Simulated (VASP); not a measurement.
# TiSe2 (P-3m1) in VASP: density of states with PBE+D3(BJ)

Aim: the density of states of TiSe2 with PBE+D3(BJ).

The COD entry that gives the cell may itself be a prediction, so a difference from it is no test against experiment.

Everything below comes from runs of VASP 6.6.1. Logs are shortened: lines on timing, memory, paths and dates and some standing lists are left out, and cuts for length are marked.

## 1. The crystal as given

Symmetry: P-3m1, No. 164, trigonal system. The conventional cell has a = 3.483 Å, b = 3.483 Å, c = 5.859 Å, α = 90.00°, β = 90.00°, γ = 120.00°. Around Ti (site symmetry -3m) lie 6 Se at 2.54 Å. Se (site symmetry 3m) has 3 Ti at 2.54 Å as nearest neighbours.

## 2. Density of states, PBE+D3(BJ)

File POSCAR:

```
TiSe2
1.0
    3.4825660007      0.0000000000      0.0000000000
   -1.7412830004      3.0159906270      0.0000000000
    0.0000000000      0.0000000000      5.8593270092
Ti Se
1 2
Direct
    0.0000000000      0.0000000000      0.0000000000
    0.3333333333      0.6666666667      0.2649368735
    0.6666666667      0.3333333333      0.7350631265
```

File INCAR.step1:

```
ALGO = Fast
EDIFF = 1E-7
ENCUT = 520
GGA = PE
ISIF = 2
ISMEAR = 0
IVDW = 12
LASPH = True
LCHARG = True
LMAXMIX = 4
LREAL = False
LWAVE = False
NBANDS = 19
NELM = 80
PREC = Accurate
SIGMA = 0.05
```

File KPOINTS.step1:

```
k-points
0
Gamma
  12 12 6
```

File INCAR.step2:

```
ALGO = Fast
EDIFF = 1E-7
ENCUT = 520
GGA = PE
ICHARG = 11
ISIF = 2
ISMEAR = -5
IVDW = 12
LASPH = True
LCHARG = False
LMAXMIX = 4
LORBIT = 11
LREAL = False
LWAVE = False
NEDOS = 1001
NELM = 80
PREC = Accurate
SIGMA = 0.05
```

File KPOINTS.step2:

```
k-points
0
Gamma
  18 18 9
```

Potentials or basis: VASP PAW PBE potentials, release 64 (Ti_sv, Se).

Started as:

```bash
cat potpaw_PBE.64/Ti_sv/POTCAR potpaw_PBE.64/Se/POTCAR > POTCAR
cp INCAR.step1 INCAR
cp KPOINTS.step1 KPOINTS
mpirun -np 1 vasp_std > vasp.out
cp INCAR.step2 INCAR
cp KPOINTS.step2 KPOINTS
mpirun -np 1 vasp_std > vasp.out
```

OUTCAR:

```text
EDIFF = 1E-7
   ENCUT = 520
   GGA = PE
   ICHARG = 11
   ISIF = 2
   ISMEAR = -5
   IVDW = 12
   LASPH = True
   LORBIT = 11
   LREAL = False
   NELM = 80
   PREC = Accurate
 IVDW          = 12

 ion  position               nearest neighbor table
   1  0.000  0.000  0.000-   2 2.54   3 2.54   3 2.54   2 2.54   3 2.54   2 2.54
   2  0.333  0.667  0.265-   1 2.54   1 2.54   1 2.54
   3  0.667  0.333  0.735-   1 2.54   1 2.54   1 2.54

  LATTYP: Found a hexagonal cell.
 ALAT       =     3.4825660007
 C/A-ratio  =     1.6824740746

  Lattice vectors:

 A1 = (   3.4825660007,   0.0000000000,   0.0000000000)
 A2 = (  -1.7412830004,   3.0159906270,   0.0000000000)
 A3 = (   0.0000000000,   0.0000000000,   5.8593270092)

Analysis of symmetry for initial positions (statically):
=====================================================================
 Subroutine PRICEL returns:
 Original cell was already a primitive cell.

 Routine SETGRP: Setting up the symmetry group for a
 hexagonal supercell.

 Subroutine GETGRP returns: Found 12 space group operations
 (whereof 12 operations were pure point group operations)
 out of a pool of 24 trial point group operations.

The static configuration has the point symmetry D_3d.

Analysis of symmetry for dynamics (positions and initial velocities):
=====================================================================
 Subroutine PRICEL returns:
 Original cell was already a primitive cell.

 Routine SETGRP: Setting up the symmetry group for a
 hexagonal supercell.

 Subroutine GETGRP returns: Found 12 space group operations
 (whereof 12 operations were pure point group operations)
 out of a pool of 24 trial point group operations.

The dynamic configuration has the point symmetry D_3d.

 Subroutine INISYM returns: Found 12 space group operations
 (whereof 12 operations are pure point group operations),
 and found     1 'primitive' translations

----------------------------------------------------------------------------------------

                                     Primitive cell

  volume of cell :      61.5428

  direct lattice vectors                    reciprocal lattice vectors
     3.482566001  0.000000000  0.000000000     0.287144594  0.165783009  0.000000000
    -1.741283000  3.015990627  0.000000000     0.000000000  0.331566017  0.000000000
     0.000000000  0.000000000  5.859327009     0.000000000  0.000000000  0.170668065

  length of vectors
     3.482566001  3.482566001  5.859327009     0.331566017  0.331566017  0.170668065

  position of ions in fractional coordinates (direct lattice)
     0.000000000  0.000000000  0.000000000
     0.333333333  0.666666667  0.264936873
     0.666666667  0.333333333  0.735063127

  ion indices of the primitive-cell ions
   primitive index   ion index
                 1           1
                 2           2
                 3           3

----------------------------------------------------------------------------------------

 KPOINTS: k-points

Automatic generation of k-mesh.
 Grid dimensions read from file:
 generate k-points for:   18   18    9

 Generating k-lattice:

  Cartesian coordinates                     Fractional coordinates (reciprocal lattice)
     0.015952477  0.009210167  0.000000000     0.055555556 -0.000000000  0.000000000
     0.000000000  0.018420334  0.000000000     0.000000000  0.055555556  0.000000000
     0.000000000  0.000000000  0.018963118     0.000000000  0.000000000  0.111111111

  Length of vectors
     0.018420334  0.018420334  0.018963118

  Shift w.r.t. Gamma in fractional coordinates (k-lattice)
     0.000000000  0.000000000  0.000000000

 TETIRR: Found   4263 inequivalent tetrahedra from    17496

 Subroutine IBZKPT returns following result:
 ===========================================

 Found    293 irreducible k-points:

 Following reciprocal coordinates:
            Coordinates               Weight
  0.000000  0.000000  0.000000      1.000000
  0.055556 -0.000000  0.000000      6.000000
  0.111111 -0.000000  0.000000      6.000000
  0.166667  0.000000  0.000000      6.000000
  0.222222 -0.000000  0.000000      6.000000
  0.277778  0.000000  0.000000      6.000000
[... 16 lines left out ...]
  0.333333  0.111111  0.000000     12.000000
  0.388889  0.111111  0.000000     12.000000
 [... further k-points ...]
   k-points           NKPTS =    293   k-points in BZ     NKDIM =    293   number of bands    NBANDS=     16
   number of dos      NEDOS =   1001   number of ions     NIONS =      3
   total plane-waves  NPLWV =  37632
   dimension x,y,z NGX =    28 NGY =   28 NGZ =   48
   dimension x,y,z NGXF=    56 NGYF=   56 NGZF=   96
   ions per type =               1   2
   NGX,Y,Z   is equivalent  to a cutoff of  13.37, 13.37, 13.62 a.u.
   NGXF,Y,Z  is equivalent  to a cutoff of  26.73, 26.73, 27.24 a.u.
 SYSTEM =  unknown system
   PREC   = accura    normal or accurate (medium, high low for compatibility)
   ISTART =      0    job   : 0-new  1-cont  2-samecut
   ICHARG =     11    charge: 1-file 2-atom 10-const
   ISPIN  =      1    spin polarized calculation?
   LNONCOLLINEAR =      F non collinear calculations
   LSORBIT =      F    spin-orbit coupling
   LASPH  =      T    aspherical Exc in radial PAW
   ENCUT  =  520.0 eV  38.22 Ry    6.18 a.u.   6.48  6.48 10.89*2*pi/ulx,y,z
   NELM   =     80;   NELMIN=  2; NELMDL=  0     # of ELM steps
   EDIFF  = 0.1E-06   stopping-criterion for ELM
   LREAL  =      F    real-space projection
   EDIFFG = 0.1E-05   stopping-criterion for IOM
   NSW    =      0    number of steps for IOM
   IBRION =     -1    ionic relax: 0-MD 1-quasi-New 2-CG
   NFREE  =      0    steps in history (QN), initial steepest desc. (CG)
   ISIF   =      2    stress and relaxation
   ISYM   =      2    0-nonsym 1-usesym 2-fastsym
   POTIM  = 0.5000    time-step for ionic-motion
   TEBEG  =    0.0;   TEEND  =   0.0 temperature during run
   PSTRESS=    0.0 pullay stress
   NELECT =      24.0000    total number of electrons
   NUPDOWN=      -1.0000    fix difference up-down
   EMIN   =  10.00;   EMAX   =-10.00  energy-range for DOS
   EFERMI =   0.00;   METHOD = LEGACY
   ISMEAR =    -5;   SIGMA  =   0.05  broadening in eV -4-tet -1-fermi 0-gaus
   EFERMI_NEDOS =   21; number of points for ismear=-14 and -15
   IALGO  =     68    algorithm
   IMIX   =      4    mixing-type and parameters
     AMIX     =   0.40;   BMIX     =  1.00
     AMIX_MAG =   1.60;   BMIX_MAG =  1.00
  volume/ion in A,a.u.               =      20.51       138.44
  Fermi-wavevector in a.u.,A,eV,Ry     =   1.196060  2.260225 19.463937  1.430559
  Thomas-Fermi vector in A             =   2.332010
   LORBIT       =     11    0 simple, 1 ext, 2 COOP (PROOUT), +10 PAW based schemes
   GGA     = PE    functional components
   LHFCALC =     F    Hartree Fock is set to
   AEXX    =    0.0000 exact exchange contribution
   IVDW    =    12    specifies the selected vdW correction
   LEPSILON=     F    determine dielectric tensor
   LRPA    =     F    only Hartree local field effects (RPA)
 non-spin polarized calculation
 RMM-DIIS sequential band-by-band and
 Fermi weights with tetrahedron method with Bloechl corrections
  energy-cutoff  :      520.00
  volume of cell :       61.54
 maximum number of plane-waves:      1679
 NGX is ok and might be reduce to    28

 number of electron      24.0000002 magnetization

 Free energy of the ion-electron system (eV)
  ---------------------------------------------------
  ext. energy  EPLUGINS =         0.00000000
  ---------------------------------------------------
  free energy    TOTEN  =       -18.12011199 eV

  energy without entropy =      -18.12011199  energy(sigma->0) =      -18.12011199

 E-fermi :   5.3997     XC(G=0): -10.3024

 val. band max:        5.4490791207   @ k =   0.1111   0.0556   0.0000
 cond. band min:       5.3650166035   @ k =   0.0000   0.3333   0.2222
 fundamental gap:     -0.0840625172
 Fermi energy:         5.3996564001

 k-point     1 :       0.0000    0.0000    0.0000
  band No.  band energies     occupation
      1     -52.1349      2.00000
      2     -28.3683      2.00000
      3     -28.3537      2.00000
      4     -28.3537      2.00000
      5      -8.8238      2.00000
      6      -7.2077      2.00000
[... 8 lines left out ...]
     15       5.9968      0.00000
     16       8.6874      0.00000

 k-point     2 :       0.0556   -0.0000    0.0000
  band No.  band energies     occupation
      1     -52.1346      2.00000
      2     -28.3676      2.00000
      3     -28.3568      2.00000
      4     -28.3544      2.00000
      5      -8.7879      2.00000
      6      -7.1951      2.00000
[... 8 lines left out ...]
     15       6.2861      0.00000
     16       8.5901      0.00000

 k-point     3 :       0.1111   -0.0000    0.0000
  band No.  band energies     occupation
      1     -52.1338      2.00000
      2     -28.3662      2.00000
      3     -28.3653      2.00000
      4     -28.3565      2.00000
      5      -8.6820      2.00000
      6      -7.1590      2.00000
[... 8 lines left out ...]
     15       6.5484      0.00000
     16       8.4676      0.00000
[... 362 lines left out ...]
 k-point    23 :       0.3333    0.1111    0.0000
  band No.  band energies     occupation
      1     -52.1264      2.00000
      2     -28.4429      2.00000
      3     -28.3815      2.00000
      4     -28.3471      2.00000
      5      -7.3978      2.00000
      6      -6.8717      2.00000
[... 8 lines left out ...]
     15       7.1877      0.00000
     16       8.3753      0.00000

 k-point    24 :       0.3889    0.1111    0.0000
  band No.  band energies     occupation
      1     -52.1256      2.00000
      2     -28.4506      2.00000
      3     -28.3841      2.00000
      4     -28.3453      2.00000
      5      -7.1739      2.00000
      6      -6.8959      2.00000
[... 8 lines left out ...]
     15       7.2279      0.00000
     16       8.4719      0.00000

 [... further k-points ...]

------------------------ aborting loop because EDIFF is reached ----------------------------------------

 Edisp (eV)   -1.35207

 E8    (eV) :    -0.5865

  FORCE on cell =-STRESS in cart. coord.  units (eV):
  Direction    XX          YY          ZZ          XY          YZ          ZX
  --------------------------------------------------------------------------------------
  -------------------------------------------------------------------------------------
  Total      -0.01088    -0.01088    -0.04729     0.00000    -0.00000     0.00000
  in kB      -0.28334    -0.28334    -1.23118     0.00000    -0.00000     0.00000
  external pressure =       -0.60 kB  Pullay stress =        0.00 kB

 VOLUME and BASIS-vectors are now :
 -----------------------------------------------------------------------------
  energy-cutoff  :      520.00
  volume of cell :       61.54
      direct lattice vectors                 reciprocal lattice vectors
     3.482566001  0.000000000  0.000000000     0.287144594  0.165783009  0.000000000
    -1.741283000  3.015990627  0.000000000     0.000000000  0.331566017  0.000000000
     0.000000000  0.000000000  5.859327009     0.000000000  0.000000000  0.170668065

 POSITION                                       TOTAL-FORCE (eV/Angst)
 -----------------------------------------------------------------------------------
      0.00000      0.00000      0.00000         0.000000      0.000000      0.000000
     -0.00000      2.01066      1.55235         0.000000      0.000000      0.016940
      1.74128      1.00533      4.30698        -0.000000     -0.000000     -0.016940
 -----------------------------------------------------------------------------------
    total drift:                               -0.000000     -0.000000     -0.000000

  FREE ENERGIE OF THE ION-ELECTRON SYSTEM (eV)
  ---------------------------------------------------
  free  energy   TOTEN  =       -19.4721862161 eV

  energy  without entropy=      -19.4721862161  energy(sigma->0) =      -19.47218622

 total charge

# of ion       s       p       d       tot
------------------------------------------
    1        2.181   6.166   1.852  10.199
    2        1.475   2.362   0.039   3.876
    3        1.475   2.362   0.039   3.876
--------------------------------------------------
tot          5.131  10.889   1.930  17.951
```

It took 11 min on 1 thread of AMD EPYC 7R13 (Zen 3), shared host; peak memory 0.39 GiB.

What came out:

| Quantity | Value |
| --- | --- |
| Valence electrons inside the program's atomic spheres | Ti 10.20; Se 3.88 |
| Dispersion energy per atom | -0.451 eV |

States per cell in windows of 0.5 eV (zero at the Fermi level; states under -8 eV left out):
| from (eV) | total | Ti1_d | Se2_p | Se3_p | Ti1_p | Ti1_s | Se2_s |
| --- | --- | --- | --- | --- | --- | --- | --- |
| -8.0 | 0.00 | 0.00 | 0.00 | 0.00 | 0.00 | 0.00 | 0.00 |
| -7.5 | 0.00 | 0.00 | 0.00 | 0.00 | 0.00 | 0.00 | 0.00 |
| -7.0 | 0.00 | 0.00 | 0.00 | 0.00 | 0.00 | 0.00 | 0.00 |
| -6.5 | 0.00 | 0.00 | 0.00 | 0.00 | 0.00 | 0.00 | 0.00 |
| -6.0 | 0.01 | 0.00 | 0.00 | 0.00 | 0.00 | 0.00 | 0.00 |
| -5.5 | 0.57 | 0.04 | 0.10 | 0.10 | 0.00 | 0.03 | 0.00 |
| -5.0 | 1.36 | 0.09 | 0.25 | 0.25 | 0.03 | 0.04 | 0.01 |
| -4.5 | 1.11 | 0.09 | 0.21 | 0.21 | 0.02 | 0.02 | 0.01 |
| -4.0 | 0.70 | 0.06 | 0.13 | 0.13 | 0.01 | 0.02 | 0.01 |
| -3.5 | 1.03 | 0.12 | 0.19 | 0.19 | 0.03 | 0.02 | 0.01 |
| -3.0 | 2.06 | 0.39 | 0.40 | 0.40 | 0.04 | 0.01 | 0.01 |
| -2.5 | 2.20 | 0.56 | 0.42 | 0.42 | 0.03 | 0.01 | 0.01 |
| -2.0 | 1.20 | 0.18 | 0.26 | 0.26 | 0.03 | 0.01 | 0.01 |
| -1.5 | 1.20 | 0.16 | 0.27 | 0.27 | 0.03 | 0.00 | 0.01 |
| -1.0 | 0.50 | 0.09 | 0.11 | 0.11 | 0.01 | 0.00 | 0.00 |
| -0.5 | 0.34 | 0.10 | 0.06 | 0.06 | 0.00 | 0.00 | 0.00 |
| 0.0 | 0.75 | 0.44 | 0.05 | 0.05 | 0.00 | 0.00 | 0.00 |
| 0.5 | 1.22 | 0.81 | 0.06 | 0.06 | 0.01 | 0.01 | 0.00 |
| 1.0 | 2.19 | 1.58 | 0.12 | 0.12 | 0.01 | 0.00 | 0.00 |
| 1.5 | 2.21 | 1.70 | 0.10 | 0.10 | 0.01 | 0.02 | 0.00 |
| 2.0 | 0.16 | 0.11 | 0.01 | 0.01 | 0.00 | 0.00 | 0.00 |
| 2.5 | 1.21 | 0.73 | 0.09 | 0.09 | 0.00 | 0.00 | 0.01 |
| 3.0 | 0.74 | 0.41 | 0.08 | 0.08 | 0.00 | 0.00 | 0.00 |
| 3.5 | 0.02 | 0.01 | 0.00 | 0.00 | 0.00 | 0.00 | 0.00 |
| 4.0 | 0.00 | 0.00 | 0.00 | 0.00 | 0.00 | 0.00 | 0.00 |
| 4.5 | 0.00 | 0.00 | 0.00 | 0.00 | 0.00 | 0.00 | 0.00 |
| 5.0 | 0.00 | 0.00 | 0.00 | 0.00 | 0.00 | 0.00 | 0.00 |
| 5.5 | 0.00 | 0.00 | 0.00 | 0.00 | 0.00 | 0.00 | 0.00 |

Caveat: pairwise dispersion overbinds metals, which lowers pressure and volume; tetrahedron occupations give inexact forces and stress in metals.
